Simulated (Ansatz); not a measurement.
# HfSiO4: the band gap up the ladder of functionals

One table from this session's results is given with a row withheld; the runs are named, their logs left out.

Program: Ansatz 0.2.0. PAW datasets, plane waves. All values are calculated for a non-magnetic cell, which may be hypothetical.

## The system as given

The cell was relaxed beforehand with r2SCAN.

It is tetragonal, I-4m2 (No. 119); conventional cell a = 3.718 Å, c = 9.761 Å, 11.24 Å³ an atom. Hf has 6 O at 1.99–2.16 Å; Si has 6 O at 1.73–1.88 Å; O has 1 Si at 1.73 Å and 2 Hf at 1.99 Å; O has 2 Si at 1.88 Å and 1 Hf at 2.16 Å.

The structure in full:

Space group I-4m2 (No. 119). a = 3.718 Å, b = 3.718 Å, c = 9.761 Å, α = 90.00°, β = 90.00°, γ = 90.00°
| atom | site | symmetry | x | y | z |
| --- | --- | --- | --- | --- | --- |
| Hf | 2a | -4m2 | 0.0000 | 0.0000 | 0.0000 |
| Si | 2c | -4m2 | 0.0000 | 0.5000 | 0.2500 |
| O | 4f | 2mm. | 0.0000 | 0.5000 | 0.4277 |
| O | 4e | 2mm. | 0.0000 | 0.0000 | 0.2217 |

Set-up of the first run:

input.yaml

```yaml
crystal:
  lattice:
    - [-1.8587833587, 1.8587833587, 4.8804274054]
    - [1.8587833587, -1.8587833587, 4.8804274054]
    - [1.8587833587, 1.8587833587, -4.8804274054]
  atoms:
    - { symbol: Hf, position: [0.0, 0.0, 0.0] }
    - { symbol: Si, position: [0.75, 0.25, 0.5] }
    - { symbol: O, position: [0.9277386581, 0.4277386581, 0.5] }
    - { symbol: O, position: [0.2217186272, 0.2217186272, 0.0] }
    - { symbol: O, position: [0.5722613419, 0.0722613419, 0.5] }
    - { symbol: O, position: [0.7782813728, 0.7782813728, 0.0] }
kpoints:
  mp_grid: { grid: [10, 10, 10] }
  band_path:
    path:
      - [[0.0, 0.0, 0.0], [-4.885450505041e-18, 4.885450505041e-18, 0.5], [0.25, 0.25, 0.25], [-8.24377469963e-18, 0.5, 8.24377469963e-18], [0.0, 0.0, 0.0], [0.5, 0.5, -0.5], [0.2862645126656, 0.7137354873344, -0.2862645126656]]
      - [[-0.2862645126656, 0.2862645126656, 0.2862645126656], [0.0, 0.0, 0.0]]
      - [[-4.885450505041e-18, 4.885450505041e-18, 0.5], [-0.07252902533127, 0.07252902533127, 0.5]]
      - [[0.5, 0.5, -0.07252902533127], [0.5, 0.5, -0.5]]
    npoints: 10
hamiltonian:
  xc: pbe
scf:
  occupations: { method: fermi_dirac, width: 0.02 }
  n_extra_bands: 5
output:
  forces: true
  stress: true
  eigenvalues: true
  write_density: true
  write_potential: true
  elf: true
  volumetric_format: npy
```

Launch:

```
$ ansatz run input.yaml --threads 4 --pin off --max-ram 6451MiB --backend cpu --events-out ev --progress --plain --runs-dir out
```

Among the steps run: Band structure with PBE; r2SCAN; Single point with HSE06; PBE+SOC; PBE0 at the same geometry.

One of the session's tables, all rows but one given; the rest of the session is left out.

```
  level  gap (eV)
    PBE      3.99
 r2SCAN      4.42
  HSE06      5.56
PBE+SOC      3.93
   PBE0         ?
```

Q: Estimate the row for PBE0 from the others.

The run gave: gap (eV): 6.33. In the column «gap (eV)» it is the highest.

Meshes: PBE 10×10×10, r2SCAN 10×10×10, HSE06 6×6×6, PBE+SOC 10×10×10, PBE0 6×6×6

What this shows: The gap runs from 3.93 eV (PBE+SOC) to 6.33 eV (PBE0). Against HSE06, PBE is short by 1.57 eV, at 72 % of it, and r2SCAN 80 %. PBE0 lies 0.77 eV above HSE06, which differs from it by screening the long-range exchange.

To keep in mind: Warnings in the runs' records: stress exchange threshold loose, stress scf threshold loose.
